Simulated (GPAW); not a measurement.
# InP (F-43m) in GPAW: settings compared

One crystal, InP, is run at these levels: optB88-vdW, PW91, C09-vdW, PBE; tasks: equation of state, band structure.

All numbers are computed with GPAW 26.7.0; they aren't measurements. Logs are shortened: lines on timing, memory, paths and dates and some standing lists are left out, and cuts for length are marked. The log counts tension as positive stress, the text compression.

**Measured values to compare with.**

From a printed reference work, data compilation, for a bulk crystal of InP: bulk modulus 71 GPa; band gap 1.4236 eV (direct) at 1.6 K.

How close the calculation comes is told below.

## 1. The structure

It takes space group F-43m (No. 216, cubic). Conventional cell: a = 5.861 Å, b = 5.861 Å, c = 5.861 Å, α = 90.00°, β = 90.00°, γ = 90.00°. In (site symmetry -43m) is surrounded by 4 P at 2.54 Å. P (site symmetry -43m) has 4 In at 2.54 Å as nearest neighbours.

## 2. Equation of state, optB88-vdW

Input file run.py:

```python
from ase.eos import EquationOfState
from ase.io import Trajectory, read
from ase.units import GPa
from gpaw import GPAW, PW

atoms = read('InP.xyz')

traj = Trajectory('eos.traj', 'w')
volumes, energies = [], []
for x in [0.94, 0.96, 0.98, 1.0, 1.02, 1.04, 1.06]:
    a = atoms.copy()
    a.set_cell(atoms.cell * x**(1 / 3), scale_atoms=True)
    calc = GPAW(mode=PW(600),
                xc={'name': 'optB88-vdW', 'backend': 'libvdwxc'},
                kpts={'size': (6, 6, 6), 'gamma': True},
                occupations={'name': 'fermi-dirac', 'width': 0.05},
                nbands=18,
                convergence={'density': 1e-05, 'energy': 1e-05},
                maxiter=150,
                legacy_gpaw=True,
                txt=f'eos-{x:.2f}.txt')
    a.calc = calc
    energies.append(a.get_potential_energy(force_consistent=True))
    volumes.append(a.get_volume())
    calc.write(f'eos-{x:.2f}.gpw')
    traj.write(a)
    print(f'{x:.2f} {volumes[-1]:10.4f} A^3 {energies[-1]:14.6f} eV', flush=True)

v0, e0, B = EquationOfState(volumes, energies, eos='birchmurnaghan').fit()
print(f'V0 = {v0:.4f} A^3, E0 = {e0:.6f} eV, B0 = {B / GPa:.2f} GPa')
```

Input file InP.xyz:

```xyz
2
Lattice="0.0000000000 2.9305000000 2.9305000000 2.9305000000 0.0000000000 2.9305000000 2.9305000000 2.9305000000 0.0000000000" Properties=species:S:1:pos:R:3 pbc="T T T"
In     0.0000000000      0.0000000000      0.0000000000
P      4.3957500000      4.3957500000      4.3957500000
```

Potentials or basis: GPAW PAW data sets (gpaw-data 1.2.1), pw.

Launch:

```sh
$ OMP_NUM_THREADS=1 python run.py
```

Log:

```text
___ ___ ___ _ _ _
 |   |   |_  | | | |
 | | | | | . | | | |
 |__ |  _|___|_____|  26.7.0
 |___|_|

Input parameters:
  convergence: {density: 1e-05,
                energy: 1e-05}
  kpts: {gamma: True,
         size: (6, 6, 6)}
  maxiter: 150
  mode: {ecut: 600.0,
         name: pw}
  nbands: 18
  occupations: {name: fermi-dirac,
                width: 0.05}
  xc: {backend: libvdwxc,
       name: optB88-vdW}

System changes: positions, numbers, cell, pbc, initial_charges, initial_magmoms

Initialize ...

species:
  In:
    name:    Indium
    Z:       49.0
    valence: 13
    core:    36
    charge:  0.0  # [|e|]
    compensation charges:
      type: gauss
      rc: 0.36  # [Å]
      lmax: 2
    cutoffs:
      filter: 2.09  # [Å]
      core: 2.48  # [Å]
    projectors
    | kind |    occ | energy [eV] | rcut [Å] |
    |------|--------|-------------|----------|
    |   5s |  2.000 |      -8.203 |    1.185 |
    |   5p |  1.000 |      -2.521 |    1.244 |
    |   4d | 10.000 |     -18.629 |    1.148 |
    |    s |        |      19.008 |    1.185 |
    |    p |        |      24.691 |    1.244 |
    |    d |        |       8.583 |    1.148 |

    Using partial waves for In as LCAO basis

  P:
    name:    Phosphorus
    Z:       15.0
    valence: 5
    core:    10
    charge:  0.0  # [|e|]
    compensation charges:
      type: gauss
      rc: 0.30  # [Å]
      lmax: 2
    cutoffs:
      filter: 1.69  # [Å]
      core: 1.81  # [Å]
    projectors
    | kind |    occ | energy [eV] | rcut [Å] |
    |------|--------|-------------|----------|
    |   3s |  2.000 |     -13.968 |    0.953 |
    |   3p |  3.000 |      -5.506 |    0.953 |
    |    s |        |      13.244 |    0.953 |
    |    p |        |      21.705 |    0.953 |
    |    d |        |       0.000 |    0.953 |

    Using partial waves for P as LCAO basis

Reference energy: -169278.333319  # eV

Spin-paired calculation

Convergence criteria:
 Maximum [total energy] change in last 3 cyles: 1e-05 eV / valence electron
 Maximum integral of absolute [dens]ity change: 1e-05 electrons / valence electron
 Maximum integral of absolute [eigenst]ate change: 4e-08 eV^2 / valence electron
 Maximum number of scf [iter]ations: 150
 (Square brackets indicate name in SCF output, whereas a 'c' in
 the SCF output indicates the quantity has converged.)

Symmetries present (total): 24

  ( 1  0  0)  ( 1  0  0)  ( 1  0 -1)  ( 1  0 -1)  ( 1 -1  0)  ( 1 -1  0)
  ( 0  1  0)  ( 0  0  1)  ( 0  1 -1)  ( 0  0 -1)  ( 0 -1  1)  ( 0 -1  0)
  ( 0  0  1)  ( 0  1  0)  ( 0  0 -1)  ( 0  1 -1)  ( 0 -1  0)  ( 0 -1  1)

  ( 0  1  0)  ( 0  1  0)  ( 0  1 -1)  ( 0  1 -1)  ( 0  0  1)  ( 0  0  1)
  ( 1  0  0)  ( 0  0  1)  ( 1  0 -1)  ( 0  0 -1)  ( 1  0  0)  ( 0  1  0)
  ( 0  0  1)  ( 1  0  0)  ( 0  0 -1)  ( 1  0 -1)  ( 0  1  0)  ( 1  0  0)

  ( 0  0 -1)  ( 0  0 -1)  ( 0 -1  1)  ( 0 -1  1)  ( 0 -1  0)  ( 0 -1  0)
  ( 1  0 -1)  ( 0  1 -1)  ( 1 -1  0)  ( 0 -1  0)  ( 1 -1  0)  ( 0 -1  1)
  ( 0  1 -1)  ( 1  0 -1)  ( 0 -1  0)  ( 1 -1  0)  ( 0 -1  1)  ( 1 -1  0)

  (-1  1  0)  (-1  1  0)  (-1  0  1)  (-1  0  1)  (-1  0  0)  (-1  0  0)
  (-1  0  1)  (-1  0  0)  (-1  1  0)  (-1  0  0)  (-1  1  0)  (-1  0  1)
  (-1  0  0)  (-1  0  1)  (-1  0  0)  (-1  1  0)  (-1  0  1)  (-1  1  0)

216 k-points: 6 x 6 x 6 Monkhorst-Pack grid + [1/12,1/12,1/12]
16 k-points in the irreducible part of the Brillouin zone
       k-points in crystal coordinates                weights
   0:     0.00000000    0.00000000    0.00000000          1/216
   1:     0.16666667    0.16666667    0.00000000          6/216
   2:     0.16666667    0.16666667    0.16666667          8/216
   3:     0.33333333    0.16666667    0.16666667         12/216
   4:     0.33333333    0.33333333   -0.33333333         12/216
   5:     0.33333333    0.33333333    0.00000000          6/216
   6:     0.33333333    0.33333333    0.16666667         24/216
   7:     0.33333333    0.33333333    0.33333333          8/216
   8:     0.50000000    0.33333333   -0.33333333         24/216
   9:     0.50000000    0.33333333   -0.16666667         12/216
          ...
  15:     0.50000000    0.50000000    0.50000000          4/216

Wave functions: Plane wave expansion
  Cutoff energy: 600.000 eV
  Number of coefficients (min, max): 1559, 1596
  Pulay-stress correction: 0.000000 eV/Ang^3 (de/decut=0.000000)
  Using FFTW library
  ScaLapack parameters: grid=1x1, blocksize=None
  Wavefunction extrapolation:
    Improved wavefunction reuse through dual PAW basis

Occupation numbers: Fermi-Dirac:
  width: 0.0500  # eV

Eigensolver
   Davidson(niter=2)

Densities:
  Coarse grid: 24*24*24 grid
  Fine grid: 48*48*48 grid
  Total Charge: 0.000000

Density mixing:
  Method: separate
  Backend: msr1
  Linear mixing parameter: 0.05
  old densities: 10
  Width of damping distribution: 1.1
  Damping of long wavelength oscillations: 20

Hamiltonian:
  XC and Coulomb potentials evaluated on a 48*48*48 grid
  Using the optB88 Exchange-Correlation functional
  External potential:
    NoExternalPotential

XC parameters: optB88 with libvdwxc
  Mode: serial
  Semilocal: GGA_X_OPTB88_VDW+LDA_C_PW with 2 nearest neighbor stencil
  Corresponding non-local functional: vdW-DF
  Local blocksize: 48 x 48 x 48
  PAW datasets: PBE

Number of atoms: 2
Number of atomic orbitals: 13
Number of bands in calculation: 18
Number of valence electrons: 18
Bands to converge: occupied

... initialized

Initializing position-dependent things.

Density initialized from atomic densities
Creating initial wave functions:
  13 bands from LCAO basis set
  5 bands from random numbers

                    P

       In

Atomic positions and initial magnetic moments

Positions:
   0 In     0.000000    0.000000    0.000000    ( 0.0000,  0.0000,  0.0000)
   1 P      4.306016    4.306016    4.306016    ( 0.0000,  0.0000,  0.0000)

Unit cell:
           periodic     x           y           z      points  spacing
  1. axis:    yes    0.000000    2.870677    2.870677    24     0.1381
  2. axis:    yes    2.870677    0.000000    2.870677    24     0.1381
  3. axis:    yes    2.870677    2.870677    0.000000    24     0.1381

  Lengths:   4.059750   4.059750   4.059750
  Angles:   60.000000  60.000000  60.000000

Effective grid spacing dv^(1/3) = 0.1507

iter:   1   -51.945570
iter:   2   -51.861526   -1.94  -1.09
iter:   3   -51.538869   -1.65  -1.13
iter:   4   -51.538124   -3.00  -1.73
iter:   5   -51.539016   -3.54  -2.11
iter:   6   -51.538769   -4.48  -3.00
iter:   7   -51.538767   -5.50  -3.49
iter:   8   -51.538768c  -6.14  -3.69
iter:   9   -51.538768c  -7.28  -4.63
iter:  10   -51.538768c  -7.82c -4.94
iter:  11   -51.538768c  -8.69c -5.15c

Converged after 11 iterations.

Dipole moment: (2.793489, 2.793489, 2.793489) |e|*Ang

Energy contributions relative to reference atoms: (reference = -169278.333319)

Kinetic:        +33.683823
Potential:      -29.932889
External:        +0.000000
XC:             -55.239983
Entropy (-ST):   -0.000001
Local:           -0.049718
SIC:             +0.000000
--------------------------
Free energy:    -51.538768
Extrapolated:   -51.538768

Non-local optB88 correlation energy: 1.310194
Semilocal GGA_X_OPTB88_VDW+LDA_C_PW energy: -118.551554
(Not including atomic contributions)
Showing only first 2 kpts
 Kpt  Band  Eigenvalues  Occupancy
  0     7      5.51623    1.99993
  0     8      5.51623    1.99993
  0     9      6.49224    0.00020
  0    10      9.58429    0.00000

  1     7      4.61589    2.00000
  1     8      4.61589    2.00000
  1     9      8.38961    0.00000
  1    10      8.57967    0.00000

Fermi level: 6.03186

Gap: 0.976 eV
Transition (v -> c):
  (s=0, k=0, n=8, [0.00, 0.00, 0.00]) -> (s=0, k=0, n=9, [0.00, 0.00, 0.00])
No difference between direct/indirect transitions
Writing to eos-0.94.gpw (mode='')
```

Wall time 56 s (1 thread of Arm Neoverse V2, shared host); peak memory 0.2 GiB.

Results:

```yaml
Equilibrium_volume: 26.55 Å³/atom
Bulk_modulus: 61 GPa
Pressure_derivative_of_the_bulk_modulus: 4.6
```

Energy against volume, from the lowest point:
```
volume (Å³/atom)  energy (meV/atom)
          23.657              73.86
          24.160              48.47
          24.663              29.04
          25.167              15.00
          25.670               5.81
          26.173               0.96
          26.677               0.00
```

Caveat: the PAW data sets were made with another functional, which shifts forces and pressure a little.

## 3. Band structure, PW91, spin-orbit coupling, no magnetisation

Input file run.py:

```python
import numpy as np
from ase.dft.bandgap import bandgap
from ase.io import read, write
from ase.units import GPa
from gpaw import GPAW, PW, setup_paths
from gpaw.spinorbit import soc_eigenstates

setup_paths.insert(0, '.')

atoms = read('POSCAR')

calc = GPAW(mode=PW(600),
            xc='GGA_X_PW91+GGA_C_PW91',
            kpts={'size': (6, 6, 6), 'gamma': True},
            occupations={'name': 'fermi-dirac', 'width': 0.05},
            nbands=18,
            convergence={'density': 1e-05, 'energy': 1e-05},
            maxiter=150,
            txt='gpaw.txt')
atoms.calc = calc
energy = atoms.get_potential_energy()
forces = atoms.get_forces()
stress = atoms.get_stress()
calc.write('gs.gpw')
write('result.traj', atoms)
print(f'Energy: {energy:.6f} eV')
print('Forces (eV/A):')
print(forces.round(4))
print('Stress (GPa):', (stress / GPa).round(3))
print('Fermi level:', round(calc.get_fermi_level(), 4), 'eV')
print(f'Gap: {bandgap(calc)[0]:.4f} eV, direct: {bandgap(calc, direct=True)[0]:.4f} eV')

path = atoms.cell.bandpath('GXWKGLUWLK,UX', npoints=60, eps=1e-4)
bs_calc = calc.fixed_density(kpts=path, symmetry='off', nbands=30,
                             convergence={'bands': 'CBM+6.0', 'eigenstates': 1e-6}, txt='bands.txt')
bs = bs_calc.band_structure()
bs.write('bs.json')
print(f'Gap on the path: {bandgap(bs_calc)[0]:.4f} eV')

soc = soc_eigenstates(bs_calc, theta=90, phi=45)
np.savetxt('soc_bands.dat', soc.eigenvalues(), fmt='%.4f')
mesh = soc_eigenstates('gs.gpw', theta=90, phi=45)
np.savetxt('soc_mesh.dat', mesh.eigenvalues(), fmt='%.4f')
print('Fermi level with spin-orbit coupling:', round(mesh.fermi_level, 4), 'eV')
```

Input file POSCAR:

```
InP
1.0
    0.0000000000      2.9305000000      2.9305000000
    2.9305000000      0.0000000000      2.9305000000
    2.9305000000      2.9305000000      0.0000000000
In P
1 1
Direct
    0.0000000000      0.0000000000      0.0000000000
    0.7500000000      0.7500000000      0.7500000000
```

Potentials or basis: PAW data sets generated in the run's folder for this functional, pw.

Launch:

```sh
$ gpaw-setup -f GGA_X_PW91+GGA_C_PW91 In P
$ OMP_NUM_THREADS=1 python run.py
```

Wall time 32 s (1 thread of Arm Neoverse V2, shared host); peak memory 0.26 GiB.

It converged, with:

```yaml
Free_energy: -8.6294 eV
Pressure: 2.9 GPa
Band_gap_on_the_k_mesh: 0.63 eV, direct
Band_gap_along_the_path: 0.63 eV, direct
```

Levels at the corners of the path, in eV from the valence-band top:
```
point  band 16  band 17  band 18  band 19  band 20  band 21
    Γ     0.00     0.00     0.00     0.63     0.63     3.68
    X    -2.43    -2.32    -2.32     1.72     1.72     2.23
    W    -2.99    -2.94    -2.89     4.25     4.26     4.31
    K    -3.30    -1.99    -1.98     2.31     2.32     4.33
    Γ     0.00     0.00     0.00     0.63     0.63     3.68
    L    -1.08    -0.96    -0.96     1.43     1.43     4.66
    U    -3.30    -1.99    -1.98     2.31     2.32     4.33
    W    -2.99    -2.94    -2.89     4.25     4.26     4.31
    L    -1.08    -0.96    -0.96     1.43     1.43     4.66
    K    -3.30    -1.99    -1.98     2.31     2.32     4.33
    U    -3.30    -1.99    -1.98     2.31     2.32     4.33
    X    -2.43    -2.32    -2.32     1.72     1.72     2.23
```

Caveat: spin-orbit coupling was added after a scalar SCF, so levels and gaps hold it while energy, forces, pressure and moments don't; this program's spin-orbit splittings come out too wide for heavy elements.

## 4. Equation of state, C09-vdW

Input file run.py:

```python
from ase.eos import EquationOfState
from ase.io import Trajectory, read
from ase.units import GPa
from gpaw import GPAW, PW

atoms = read('POSCAR')

traj = Trajectory('eos.traj', 'w')
volumes, energies = [], []
for x in [0.94, 0.96, 0.98, 1.0, 1.02, 1.04, 1.06]:
    a = atoms.copy()
    a.set_cell(atoms.cell * x**(1 / 3), scale_atoms=True)
    calc = GPAW(mode=PW(600),
                xc={'name': 'C09-vdW', 'backend': 'libvdwxc'},
                kpts={'size': (6, 6, 6), 'gamma': True},
                occupations={'name': 'fermi-dirac', 'width': 0.05},
                nbands=18,
                convergence={'density': 1e-05, 'energy': 1e-05},
                maxiter=150,
                txt=f'eos-{x:.2f}.txt')
    a.calc = calc
    energies.append(a.get_potential_energy(force_consistent=True))
    volumes.append(a.get_volume())
    calc.write(f'eos-{x:.2f}.gpw')
    traj.write(a)
    print(f'{x:.2f} {volumes[-1]:10.4f} A^3 {energies[-1]:14.6f} eV', flush=True)

v0, e0, B = EquationOfState(volumes, energies, eos='birchmurnaghan').fit()
print(f'V0 = {v0:.4f} A^3, E0 = {e0:.6f} eV, B0 = {B / GPa:.2f} GPa')
```

POSCAR is that of step 3.

Potentials or basis: GPAW PAW data sets (gpaw-data 1.2.1), pw.

Launch:

```sh
$ OMP_NUM_THREADS=1 python run.py
```

Log:

```text
__  _  _
 | _ |_)|_||  |
 |__||  | ||/\| - 26.7.0

Input parameters:
  mode=PW(ecut=600.0),
  convergence={'density': 1e-05, 'energy': 1e-05},
  kpts=MonkhorstPack(size=(6, 6, 6), gamma=True),
  maxiter=150,
  nbands=18,
  occupations=Occupations(name='fermi-dirac', width=0.05),
  xc=XC(name='C09-vdW', backend='libvdwxc')

Diagonalizing LCAO Hamiltonian
Converting LCAO to pw mode

                    P

       In

Atoms  # Å, Bohr magnetons
|   | symbol |        x |        y |        z |    initial magnetic moments |
|---|--------|----------|----------|----------|-----------------------------|
| 0 |     In | 0.000000 | 0.000000 | 0.000000 | ( 0.0000,  0.0000,  0.0000) |
| 1 |      P | 4.336341 | 4.336341 | 4.336341 | ( 0.0000,  0.0000,  0.0000) |

Unit cell  # Å
| periodic |        x |        y |        z |  lengths |    angles |
|----------|----------|----------|----------|----------|-----------|
|      yes | 0.000000 | 2.890894 | 2.890894 | 4.088341 | 60.000000 |
|      yes | 2.890894 | 0.000000 | 2.890894 | 4.088341 | 60.000000 |
|      yes | 2.890894 | 2.890894 | 0.000000 | 4.088341 | 60.000000 |

Number of symmetries: 24
Symmetry operations  # r_c * U_cc + t_c -> r_c
|    | kind |            matrix            |
|----|------|------------------------------|
|  0 |  E   |  1, 0, 0,  0, 1, 0,  0, 0, 1 |
|  1 |  σ   |  1, 0, 0,  0, 0, 1,  0, 1, 0 |
|  2 |  σ   |  1, 0,-1,  0, 1,-1,  0, 0,-1 |
|  3 |  C3  |  1, 0,-1,  0, 0,-1,  0, 1,-1 |
|  4 |  C3  |  1,-1, 0,  0,-1, 1,  0,-1, 0 |
|  5 |  σ   |  1,-1, 0,  0,-1, 0,  0,-1, 1 |
|  6 |  σ   |  0, 1, 0,  1, 0, 0,  0, 0, 1 |
|  7 |  C3  |  0, 1, 0,  0, 0, 1,  1, 0, 0 |
|  8 |  C2  |  0, 1,-1,  1, 0,-1,  0, 0,-1 |
[... 129 lines left out ...]
  Fourier metric: weight=20.0, sigma=0.015

occupation numbers:
  Fermi-Dirac:
    width: 0.0500  # eV

poisson solver:
  ecut: 4800.0  # eV

xc functional:
  name: vdW-C09 with libvdwxc
  Mode: serial
  Semilocal: GGA_X_C09X+LDA_C_PW with 2 nearest neighbor stencil
  Corresponding non-local functional: vdW-DF
  Local blocksize: 48 x 48 x 48
  PAW datasets: PBE

convergence criteria:
- Maximum integral of absolute [dens]ity change: 1e-05 electrons / valence electron
- Maximum [total energy] change in last 3 cyles: 1e-05 eV / valence electron
- Maximum integral of absolute [eigenst]ate change: 4e-08 eV^2 / valence electron
maximum number of iterations: 150

SCF iterations
|iter     | |      energy | eigst |  dens |
|---------|-|-------------|-------|-------|
|iter:   1| |   52.416468 | -0.26 |       |
|iter:   2| |   52.488702 | -2.20 | -1.13 |
|iter:   3| |   52.762447 | -1.74 | -1.17 |
|iter:   4| |   52.764144 | -3.19 | -1.76 |
|iter:   5| |   52.764307 | -3.97 | -2.27 |
|iter:   6| |   52.764275c| -5.47 | -3.02 |
|iter:   7| |   52.764271c| -6.69 | -3.62 |
|iter:   8| |   52.764271c| -7.95c| -4.61 |
|iter:   9| |   52.764271c| -8.40c| -5.26c|

Converged in 9 steps
Energy contributions relative to reference atoms: (reference = -169278.333319)

Energy contributions:
  Kinetic:          25.548971
  Coulomb:         -22.900406
  Zero:              0.033918
  External:          0.000000
  Xc:               50.081789
  Entropy:          -0.000003
  Spinorbit:         0.000000
  ----------------------------
  Free energy:      52.764270
  Extrapolated:     52.764271

dipole moment: (-16.547099, -16.547099, -16.547099)  # |e|*Ang

Fermi level: 5.757
Eigenvalues  # (at kpt = [0.000, 0.000, 0.000])
| band index |      eig [eV] | occ [0-2] |
|------------|---------------|-----------|
|          0 |        -8.991 |     2.000 |
|          1 |        -8.991 |     2.000 |
|          2 |        -8.991 |     2.000 |
|          3 |        -8.817 |     2.000 |
|          4 |        -8.817 |     2.000 |
|          5 |        -6.511 |     2.000 |
[... 10 lines left out ...]
|         16 |        16.437 |     0.000 |
|         17 |        16.437 |     0.000 |

Gap: 0.870 eV
Transition (v -> c):
  (s=0, k=0, n=8, [0.00, 0.00, 0.00]) -> (s=0, k=0, n=9, [0.00, 0.00, 0.00])
No difference between direct/indirect transitions
# Writing to eos-0.96.gpw (mode='')
```

eos-0.94.txt:

```text
SCF iterations
|iter     | |      energy | eigst |  dens |
|---------|-|-------------|-------|-------|
|iter:   1| |   52.442149 | -0.25 |       |
|iter:   2| |   52.515638 | -2.20 | -1.13 |
|iter:   3| |   52.797321 | -1.73 | -1.17 |
|iter:   4| |   52.798949 | -3.19 | -1.77 |
|iter:   5| |   52.799094 | -3.97 | -2.27 |
|iter:   6| |   52.799063c| -5.54 | -3.03 |
|iter:   7| |   52.799059c| -6.71 | -3.63 |
|iter:   8| |   52.799059c| -8.01c| -4.62 |
|iter:   9| |   52.799059c| -8.41c| -5.25c|

Converged in 9 steps
Energy contributions relative to reference atoms: (reference = -169278.333319)

Energy contributions:
  Kinetic:          27.458508
  Coulomb:         -24.407426
  Zero:              0.034130
  External:          0.000000
  Xc:               49.713847
  Entropy:          -0.000001
  Spinorbit:         0.000000
  ----------------------------
  Free energy:      52.799059
  Extrapolated:     52.799059

dipole moment: (-16.395346, -16.395346, -16.395346)  # |e|*Ang

Fermi level: 6.052
Eigenvalues  # (at kpt = [0.000, 0.000, 0.000])
| band index |      eig [eV] | occ [0-2] |
|------------|---------------|-----------|
|          0 |        -8.805 |     2.000 |
|          1 |        -8.805 |     2.000 |
|          2 |        -8.805 |     2.000 |
|          3 |        -8.619 |     2.000 |
|          4 |        -8.619 |     2.000 |
|          5 |        -6.428 |     2.000 |
[... 10 lines left out ...]
|         16 |        16.723 |     0.000 |
|         17 |        16.723 |     0.000 |

Gap: 0.982 eV
Transition (v -> c):
  (s=0, k=0, n=8, [0.00, 0.00, 0.00]) -> (s=0, k=0, n=9, [0.00, 0.00, 0.00])
No difference between direct/indirect transitions
# Writing to eos-0.94.gpw (mode='')
```

Wall time 55 s (1 thread of Arm Neoverse V2, shared host); peak memory 0.33 GiB.

What came out:

- Equilibrium volume: 25.66 Å³/atom
- Bulk modulus: 67 GPa
- Pressure derivative of the bulk modulus: 4.6

Energy against volume, from the lowest point:
```tsv
volume (Å³/atom)	energy (meV/atom)
23.657	37.72
24.160	20.33
24.663	8.61
25.167	2.00
25.670	0.00
26.173	2.09
26.677	7.85
```

Caveat: the PAW data sets were made with another functional, which shifts forces and pressure a little.

[end of part 1 of 2]
